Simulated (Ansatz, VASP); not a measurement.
**C61N2 (H2 (N-V-N)- centre in diamond) in two plane-wave programs**

Wanted: the spread between two codes on one cell, functional and k mesh. The cell is taken from a series of runs on this material, whose earlier steps may have relaxed, scaled, displaced or heated it; both programs get it as it stands.

Program: Ansatz 0.2.0. Level of theory: plane waves, with VASP 6.6.1 beside it; single point at HSE06. Results are calculated unless marked as measured.

**1. The starting structure**

The cell holds 63 atoms: 61 C and 2 N. Its edges and angles: a = 7.143 Å, b = 7.143 Å, c = 7.143 Å, α = 90.0°, β = 90.0°, γ = 90.0°. It derives from C (C (Fd-3m)). Nearest the centre at fractional (0.292, 0.375, 0.375): N63 at 1.42 Å, N62 at 1.42 Å, C46 at 2.11 Å, C39 at 2.12 Å, C19 at 2.13 Å, C12 at 2.13 Å, C5 at 2.13 Å, C4 at 2.13 Å. The cell carries charge −1.

**2. Ansatz: single point, HSE06**

Ansatz runs on its default PAW (the set named soft_2) files.

A single point gives forces, pressure and levels at one fixed geometry, so differences don't come from the geometry; what else differs is listed under the comparison.

File input.yaml:

```yaml
crystal:
  lattice:
    - [7.14316351, 0.0, 0.0]
    - [0.0, 7.14316351, 0.0]
    - [0.0, 0.0, 7.14316351]
  atoms:
    - { symbol: C, position: [-0.000826171, -0.000856399, 0.250192649] }
    - { symbol: C, position: [-0.000826555, 0.250009243, -0.000673744] }
    - { symbol: C, position: [0.249724311, -0.001651069, -0.001467806] }
    - { symbol: "N", position: [0.241370021, 0.238688786, 0.238872076] }
    - { symbol: C, position: [0.127397125, 0.126266876, 0.369938514] }
    - { symbol: C, position: [0.127397265, 0.369754899, 0.126450122] }
    - { symbol: C, position: [0.370232889, 0.12502081, 0.125203949] }
    - { symbol: C, position: [-5.2001e-05, 0.000388117, 0.749316643] }
    - { symbol: C, position: [0.00367909, 0.252627494, 0.497076861] }
    - { symbol: C, position: [0.251570261, 0.001794412, 0.498483598] }
    - { symbol: C, position: [0.251570428, 0.251220894, 0.747910211] }
    - { symbol: C, position: [0.124783452, 0.125497127, 0.873465424] }
    - { symbol: C, position: [0.12739735, 0.37976611, 0.62343741] }
    - { symbol: C, position: [0.378843553, 0.124789625, 0.624915113] }
    - { symbol: C, position: [0.375128408, 0.374760894, 0.874943361] }
    - { symbol: C, position: [0.003678301, 0.496893841, 0.252810864] }
    - { symbol: C, position: [-5.2088e-05, 0.749133367, 0.000571245] }
    - { symbol: C, position: [0.251570477, 0.498300799, 0.001976563] }
    - { symbol: C, position: [0.251570227, 0.747727996, 0.25140369] }
    - { symbol: C, position: [0.127397113, 0.623254474, 0.379949488] }
    - { symbol: C, position: [0.124783783, 0.873282244, 0.125680416] }
    - { symbol: C, position: [0.378843533, 0.624731968, 0.124972611] }
    - { symbol: C, position: [0.375128505, 0.87476124, 0.374943806] }
    - { symbol: C, position: [-0.000826236, 0.499512018, 0.750561127] }
    - { symbol: C, position: [-0.000826496, 0.750378213, 0.499695349] }
    - { symbol: "N", position: [0.24137009, 0.510832739, 0.51101566] }
    - { symbol: C, position: [0.24972435, 0.751172553, 0.751355712] }
    - { symbol: C, position: [0.12478367, 0.624024248, 0.876422286] }
    - { symbol: C, position: [0.124783608, 0.876239157, 0.624207471] }
    - { symbol: C, position: [0.370233049, 0.624500656, 0.624683636] }
    - { symbol: C, position: [0.374530441, 0.874760449, 0.874944067] }
    - { symbol: C, position: [0.49811321, 0.001184228, 0.251414305] }
    - { symbol: C, position: [0.498113135, 0.251230925, 0.001367276] }
    - { symbol: C, position: [0.749141373, 0.000386737, 0.000569858] }
    - { symbol: C, position: [0.748312605, 0.250992981, 0.251176488] }
    - { symbol: C, position: [0.622745275, 0.126310232, 0.377728057] }
    - { symbol: C, position: [0.6227452, 0.377544409, 0.126493688] }
    - { symbol: C, position: [0.873724961, 0.125381527, 0.125564356] }
    - { symbol: C, position: [0.874305592, 0.374760722, 0.374943734] }
    - { symbol: C, position: [0.498529901, -0.002234914, 0.751939632] }
    - { symbol: C, position: [0.512236906, 0.235169274, 0.514535163] }
    - { symbol: C, position: [0.751552772, -0.001605352, 0.499152698] }
    - { symbol: C, position: [0.751552664, 0.250552112, 0.751309759] }
    - { symbol: C, position: [0.624053613, 0.124797515, 0.876007638] }
    - { symbol: C, position: [0.622745495, 0.37197663, 0.623394525] }
    - { symbol: C, position: [0.876570039, 0.125583191, 0.624121541] }
    - { symbol: C, position: [0.876204561, 0.374760822, 0.874944083] }
    - { symbol: C, position: [0.5122374, 0.514352605, 0.235352009] }
    - { symbol: C, position: [0.498530323, 0.751756527, -0.002051985] }
    - { symbol: C, position: [0.751552947, 0.498969743, -0.001422168] }
    - { symbol: C, position: [0.751552625, 0.751126606, 0.250734935] }
    - { symbol: C, position: [0.622745277, 0.62321112, 0.37216024] }
    - { symbol: C, position: [0.624053535, 0.875824469, 0.124980723] }
    - { symbol: C, position: [0.876570177, 0.623938051, 0.125766394] }
    - { symbol: C, position: [0.876204509, 0.874760471, 0.374943918] }
    - { symbol: C, position: [0.498113296, 0.498290386, 0.748520215] }
    - { symbol: C, position: [0.498112913, 0.748337312, 0.498473597] }
    - { symbol: C, position: [0.74831257, 0.498528156, 0.498711765] }
    - { symbol: C, position: [0.749141371, 0.749134995, 0.749317946] }
    - { symbol: C, position: [0.624053542, 0.624724045, 0.873880181] }
    - { symbol: C, position: [0.62405385, 0.873697246, 0.624907205] }
    - { symbol: C, position: [0.873725003, 0.624140245, 0.624323094] }
    - { symbol: C, position: [0.874321735, 0.874760697, 0.874943927] }
total_charge: -1
basis:
  ecutwfc: 420
  xc_grid: 2
hamiltonian:
  xc: hse06
kpoints:
  mp_grid: { grid: [1, 1, 1] }
magnetization:
  spin_polarized: true
  initial_magnetization: 1
  spin_locking: { lock_magnetization: hard }
scf:
  occupations: { method: fermi_dirac, width: 0.01 }
  max_iter: 120
  n_extra_bands: 20
  lower_state_search: "off"
output:
  forces: true
checkpoint:
  read: "../ground.run"
  write: "../ground_at_excited.run"
  compress: false
  write_wavefunctions: true
  write_every: 100000
```

The run is started by

```bash
$ ansatz run input.yaml --threads 2 --pin off --max-ram 3768MiB --backend cpu --events-out ev --progress --plain --runs-dir out
```

Log:

```text
Warning: the atoms were moved onto the symmetric positions of the space group found under crystal.symmetry.tolerance 1.0e-5 (fractional; no operation is sought that the atoms, as they stand in a round, miss by more than twice it, and no atom is moved by as much as it), and the run uses the moved positions. Before a round's move an operation carried an atom to 7.40e-6 Å from where it should land, the largest such dist [...]
[...]
Free energy (F): -16045.555390 eV
Frozen-core exchange: fock
Harris-Foulkes:  -16045.555390 eV  (|F-HF|=3.64e-11)
Internal energy: -16045.555390 eV  (E = F + TS)
E sigma→0 (E₀):  -16045.555390 eV
Fermi energy:    15.510452 (↑ 16.015719, ↓ 15.510452) eV
--- Per-component energies (eV) ---
  E_band       = 646.153883
  E_kinetic    = 5912.248452
  E_local      = -4249.646056  (includes V_loc(G=0)·N_el)
  E_nonlocal   = 1683.557685
  E_hartree    = 982.611850
  E_xc         = -2509.046546
  E_vxc        = -3086.086387  (∫ρ·V_xc dr)
  E_exx        = -587.099297  (= α·E_x^exact, valence–valence)
  E_paw        = -6310.537251  (= ΣΔE_a)
  E_vpaw       = -404.946072  (= ΣTr[D̂ρ^β])
  E_aug_tail   = 0.000751  (compensation charges beyond the density's cutoff)
  E_ewald      = -10966.550372
  E_core_change = -1.094606  (= ΣΔE_core)
  E_smearing   = -0.000000  (= −TS)
  E_closure    = -0.000000  (closes the sum)
  E_deformation_potential = -21.072783  (in the stress; not in F)
  Σ components = -16045.555390   (vs F -16045.555390, Δ=0.00e0)
--- Forces (eV/Å), atoms counted from 1 ---
  atom   1  C      0.09750370    -0.01706776     0.05795671
  atom   2  C      0.09750370     0.05795671    -0.01706776
  atom   3  C      0.09061719     0.03447898     0.03447898
  atom   4  N     -0.54440591    -0.21809339    -0.21809339
  atom   5  C     -0.08059733     0.00781506    -0.27122307
  atom   6  C     -0.08059733    -0.27122307     0.00781506
  atom   7  C     -0.16983706     0.08348114     0.08348114
  atom   8  C      0.04031475     0.01843745    -0.01843745
  atom   9  C     -0.08208596     0.01804889    -0.01804889
  atom  10  C      0.13120132    -0.07681766    -0.02142594
  atom  11  C      0.13120132     0.02142594     0.07681766
  atom  12  C     -0.03169208    -0.02759153     0.06630752
  atom  13  C     -0.08059733     0.27122307    -0.00781506
  atom  14  C     -0.76888524     0.22658287    -0.22658287
  atom  15  C     -0.10789197     0.00000000     0.00000000
  atom  16  C     -0.08208596    -0.01804889     0.01804889
  atom  17  C      0.04031475    -0.01843745     0.01843745
  atom  18  C      0.13120132    -0.02142594    -0.07681766
  atom  19  C      0.13120132     0.07681766     0.02142594
  atom  20  C     -0.08059733    -0.00781506     0.27122307
  atom  21  C     -0.03169208     0.06630752    -0.02759153
  atom  22  C     -0.76888524    -0.22658287     0.22658287
  atom  23  C     -0.10789197     0.00000000     0.00000000
  atom  24  C      0.09750370    -0.05795671     0.01706776
[...]
atom  56  C     -0.02408500     0.06749237    -0.19919305
  atom  57  C     -0.02408500    -0.19919305     0.06749237
  atom  58  C     -0.18155877     0.09638436     0.09638436
  atom  59  C      0.01110942     0.02647915     0.02647915
  atom  60  C      0.04899423    -0.00846930    -0.03022135
  atom  61  C      0.04899423    -0.03022135    -0.00846930
  atom  62  C     -0.01110778     0.01492943     0.01492943
  atom  63  C      0.03071312     0.00000000    -0.00000000
  max |Σ_I F_I| component: 1.35e-5 eV/Å
--- Band table (eV) ---
  k-point 0 ↑: bands = ["-11.3864", "-9.7095", "-9.3792", "-8.8332", "-8.8094", "-8.6919", "-8.4632", "-7.5335", "-7.1538", "-6.5386", "-6.5029", "-6.4830", "-6.4728", "-6.3861", "-6.3474", "-6.2939", "-6.2363", "-6.2341", "-5.7633", "-5.2897", "-5.2411", "-4.9481", "-4.5969", "-2.5400", "-2.3292", "-2.3151", "-2.2597", "-2.2577", "-1.9100", "-1.8578", "-1.8132", "-1.7147", "-1.6083", "-1.4154", "-1.2602", "-1.1671", [...]
  k-point 0 ↓: bands = ["-11.3730", "-9.7056", "-9.3670", "-8.8222", "-8.7985", "-8.6500", "-8.4332", "-7.5317", "-7.1333", "-6.5263", "-6.4930", "-6.4801", "-6.4478", "-6.3721", "-6.2923", "-6.2854", "-6.2292", "-6.2000", "-5.7307", "-5.2772", "-5.2294", "-4.8959", "-4.4907", "-2.5343", "-2.3189", "-2.3072", "-2.2500", "-2.2450", "-1.9038", "-1.8256", "-1.7829", "-1.6881", "-1.5922", "-1.4012", "-1.1968", "-1.1624", [...]
  guard bands above this table: 14 of the run's 148 bands. The solve was not asked for them (output.publish_guard_bands: true or output.eigenvalues: true publishes all)
```

**3. VASP: single point, HSE06**

The same cell, functional, mesh and smearing now go to VASP, with its own data sets.

Lines of VASP's logs that name or quote its potential files are left out, and so is its time.

The run reads the wave functions of an earlier VASP run, which isn't shown here.

File INCAR:

```
SYSTEM = C61N2
PREC = Accurate
ENCUT = 520
EDIFF = 1E-06
NELM = 100
ISMEAR = -1
SIGMA = 0.01
LREAL = Auto
ALGO = Normal
LHFCALC = .TRUE.
AEXX = 0.25
GGA = PE
HFSCREEN = 0.208
LASPH = .TRUE.
NELECT = 255
NBANDS = 171
ISPIN = 2
MAGMOM = 0 0 -0 -0 -0 -0 0 0 0 0 -0 -0 -0 -0 0 0 0 0 -0 -0 -0 -0 0 0 -0 -0 -0 -0 0.01 0 0 0 0.01 -0.01 -0.01 -0 -0 0.02 0.19 0.02 0.02 -0 -0.01 -0 0 0.19 0.02 0.02 0.02 -0.01 -0 -0 0 0 0 0.01 0 -0 -0 -0 0 0 0
PRECFOCK = Fast
LORBIT = 11
LWAVE = .FALSE.
LCHARG = .FALSE.
ISIF = 2
NUPDOWN = 1
```

File POSCAR:

```
C61N2
1.0
    7.1431635104      0.0000000000      0.0000000000
    0.0000000000      7.1431635104      0.0000000000
    0.0000000000      0.0000000000      7.1431635104
C N
61 2
Direct
    0.9991738286      0.9991436010      0.2501926489
    0.9991734446      0.2500092435      0.9993262557
    0.2497243112      0.9983489314      0.9985321939
    0.1273971248      0.1262668761      0.3699385139
    0.1273972654      0.3697548990      0.1264501217
    0.3702328891      0.1250208103      0.1252039490
    0.9999479990      0.0003881170      0.7493166431
    0.0036790901      0.2526274941      0.4970768613
    0.2515702606      0.0017944121      0.4984835981
    0.2515704279      0.2512208938      0.7479102108
    0.1247834520      0.1254971270      0.8734654236
    0.1273973501      0.3797661102      0.6234374095
    0.3788435533      0.1247896245      0.6249151128
    0.3751284080      0.3747608937      0.8749433611
    0.0036783013      0.4968938407      0.2528108636
    0.9999479124      0.7491333665      0.0005712450
    0.2515704766      0.4983007992      0.0019765628
    0.2515702270      0.7477279960      0.2514036897
    0.1273971128      0.6232544737      0.3799494877
    0.1247837828      0.8732822441      0.1256804163
    0.3788435331      0.6247319682      0.1249726112
    0.3751285046      0.8747612405      0.3749438056
    0.9991737644      0.4995120176      0.7505611272
    0.9991735036      0.7503782132      0.4996953490
    0.2497243503      0.7511725533      0.7513557119
    0.1247836697      0.6240242479      0.8764222862
    0.1247836082      0.8762391573      0.6242074707
    0.3702330494      0.6245006564      0.6246836363
    0.3745304410      0.8747604495      0.8749440669
    0.4981132098      0.0011842278      0.2514143054
    0.4981131346      0.2512309246      0.0013672763
    0.7491413728      0.0003867367      0.0005698583
    0.7483126045      0.2509929809      0.2511764884
    0.6227452754      0.1263102319      0.3777280574
    0.6227451995      0.3775444094      0.1264936877
    0.8737249607      0.1253815267      0.1255643559
    0.8743055923      0.3747607223      0.3749437341
    0.4985299015      0.9977650864      0.7519396325
    0.5122369065      0.2351692736      0.5145351628
    0.7515527717      0.9983946484      0.4991526976
    0.7515526640      0.2505521125      0.7513097585
    0.6240536128      0.1247975145      0.8760076378
    0.6227454952      0.3719766297      0.6233945246
    0.8765700391      0.1255831912      0.6241215408
    0.8762045614      0.3747608221      0.8749440830
    0.5122374001      0.5143526055      0.2353520092
    0.4985303229      0.7517565268      0.9979480151
    0.7515529470      0.4989697425      0.9985778320
    0.7515526245      0.7511266064      0.2507349355
    0.6227452768      0.6232111201      0.3721602401
    0.6240535353      0.8758244689      0.1249807225
    0.8765701770      0.6239380507      0.1257663945
    0.8762045091      0.8747604713      0.3749439184
    0.4981132963      0.4982903864      0.7485202148
    0.4981129133      0.7483373123      0.4984735966
    0.7483125702      0.4985281563      0.4987117653
    0.7491413706      0.7491349951      0.7493179456
    0.6240535424      0.6247240449      0.8738801814
    0.6240538502      0.8736972458      0.6249072048
    0.8737250027      0.6241402451      0.6243230937
    0.8743217346      0.8747606968      0.8749439271
    0.2413700212      0.2386887857      0.2388720759
    0.2413700899      0.5108327388      0.5110156601
```

File KPOINTS:

```
Automatic mesh
0
Gamma
1 1 1
0 0 0
```

The projector-augmented-wave data sets are C and N (PBE family, release 64).

The run is started by

```bash
$ export OMP_NUM_THREADS=3
$ mpirun -np 1 vasp_gam
```

Log:

```text
[banner, memory and clock lines left out]
running    1 mpi-ranks, on    1 nodes
[...]
Offloading initialized ...    1 GPUs detected
[...]
LDA part: xc-table for (Slater+PW92), standard interpolation
 found WAVECAR, reading the header
 POSCAR, INCAR and KPOINTS ok, starting setup
[...]
reading WAVECAR
 the WAVECAR file was read successfully
 initial charge from wavefunction
 entering main loop
       N       E                     dE             d eps       ncg     rms          rms(c)
DAV:   1    -0.641874154160E+03   -0.64187E+03   -0.86042E+00   720   0.790E+00    0.409E+00
DAV:   2    -0.641901572780E+03   -0.27419E-01   -0.18350E-01   776   0.106E+00    0.247E+00
DAV:   3    -0.641882635187E+03    0.18938E-01   -0.20366E-02   808   0.374E-01    0.134E+00
DAV:   4    -0.641877533538E+03    0.51016E-02   -0.64892E-03   816   0.206E-01    0.709E-01
[...]
DAV:   9    -0.641875543325E+03    0.94920E-05   -0.54303E-06   760   0.708E-03    0.334E-02
DAV:  10    -0.641875541063E+03    0.22617E-05   -0.13751E-06   488   0.368E-03    0.187E-02
DAV:  11    -0.641875540755E+03    0.30887E-06   -0.50102E-07   432   0.235E-03
   1 F= -.64187554E+03 E0= -.64187554E+03  d E =-.638303E-12  mag=     1.0000
```

OUTCAR, selected parts (step 3):

```text
  FREE ENERGIE OF THE ION-ELECTRON SYSTEM (eV)
  ---------------------------------------------------
  free  energy   TOTEN  =      -641.8755407545 eV

  energy  without entropy=     -641.8755407545  energy(sigma->0) =     -641.87554075

 magnetization (x)
# of ion       s       p       d       tot
------------------------------------------
    1        0.000   0.003   0.000   0.003
    2        0.000   0.003   0.000   0.003
    3       -0.000  -0.000   0.000  -0.001
    4       -0.000  -0.000   0.000  -0.000
    5       -0.000  -0.000   0.000  -0.000
    6       -0.000  -0.001   0.000  -0.001
    7        0.000   0.001   0.000   0.001
    8        0.000   0.002   0.000   0.003
    9        0.000   0.005   0.000   0.005
   10        0.000   0.005   0.000   0.005
   11        0.000  -0.001   0.000  -0.001
   12       -0.000  -0.000   0.000  -0.000
   13       -0.002  -0.004   0.000  -0.006
[...]
--------------------------------------------------
tot          0.059   0.589   0.000   0.647

[... 1 further part left out ...]
```

The run ends at a pressure of -1.43 GPa, with forces up to 1.3 eV/Å.

**4. Side by side**

Known differences besides the potentials themselves: exact exchange at q = 0 is treated differently, which shows on coarse meshes; VASP keeps PBE cores, Ansatz makes them for the functional; the cutoff is 420 eV in Ansatz and 520 eV in VASP (PREC = Accurate, projectors in real space); VASP takes a coarser grid for exact exchange (PRECFOCK = Fast); site moments are counted in spheres of each program's own size. Total energies have different zeros and are not compared.

Both answers:

```tsv
quantity	Ansatz	VASP	difference
total moment, fixed by the input (μB)	1.00	1.00	0.00
moment on C46 (μB)	0.19	0.26	-0.07
moment on C39 (μB)	0.19	0.26	-0.07
```

Forces on 10 of the 63 atoms, those with the largest forces and the largest differences (eV/Å; atoms numbered as in POSCAR):

```tsv
atom	Ansatz x, y, z	VASP x, y, z
C4	-0.081, 0.008, -0.271	-0.085, 0.006, -0.240
C5	-0.081, -0.271, 0.008	-0.085, -0.240, 0.006
C12	-0.081, 0.271, -0.008	-0.085, 0.240, -0.006
C13	-0.769, 0.227, -0.227	-0.782, 0.227, -0.227
C21	-0.769, -0.227, 0.227	-0.782, -0.227, 0.227
C39	0.316, 0.887, -0.887	0.304, 0.894, -0.894
C46	0.316, -0.887, 0.887	0.304, -0.894, 0.894
C50	0.419, 0.295, -0.119	0.418, 0.293, -0.104
N62	-0.544, -0.218, -0.218	-0.532, -0.207, -0.207
N63	-0.544, 0.218, 0.218	-0.532, 0.207, 0.207
```

The forces differ by 7.3 meV/Å r.m.s., which is 3.6 % of the r.m.s. force of 0.204 eV/Å (both taken over all components). The cell carries a charge of -1 e against a uniform background, so its pressure also hangs on how the neutralising background is counted, and in a defect's cell a gap may be the spacing between its levels.

**5. Outcome**

| Quantity | Value |
| --- | --- |
| r.m.s. force difference (single point, HSE06) | 3.6 % of the r.m.s. force |

In words: The r.m.s. force difference is 3.6 % of the r.m.s. force (single point, HSE06), beyond the 3 % picked in this series as the mark of a large difference. Such differences can come from data sets, numerical settings and the points named under the comparisons, not from the functional's error against experiment.

[Lines on the potential files, build, host, timing and source positions are cut from VASP's logs without a mark.]

[Logs are printed without paths, hosts, clocks, repeated set-up lines and the standing remarks that a program may print on its own settings, such as how far it seeks lower states.]

[Hosts, paths, dates, database ids (printed as entryN), source tags and the programs' standing remarks are cut or masked in the printed files.]
